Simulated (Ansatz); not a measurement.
Here is the system:

RuO$_{2}$:
```xyz
6
Lattice="4.4653 0.0000 0.0000 0.0000 4.4653 0.0000 0.0000 0.0000 3.0926" Properties=species:S:1:pos:R:3 pbc="T T T"
Ru     2.2326     2.2326     1.5463
Ru     0.0000     0.0000     0.0000
O      3.5995     0.8658     1.5463
O      0.8658     3.5995     1.5463
O      1.3669     1.3669     0.0000
O      3.0984     3.0984     0.0000
```

This is the PBEsol-relaxed structure.

Task: All from PBEsol (plane waves, PAW; program Ansatz), unless another level is named. Estimate the highest zone-centre frequency.

Result: 710 cm⁻¹.

Task: What about the bulk modulus (Birch–Murnaghan fit)?

Result: 277 GPa.

Space group P4_2/mnm (rutile). Symmetry was held in the PBEsol relaxation; of distortions, only those at the zone centre were tested. No spin polarisation was allowed. As this level gives no gap, phonon frequencies hold no LO–TO term and depend on the k-mesh and smearing (Fermi–Dirac, 0.1 eV here). On the denser mesh and wider smearing of the elastic run this cell carries a stress of 0.3 GPa.

Potentials: the later of the program's two PAW sets.
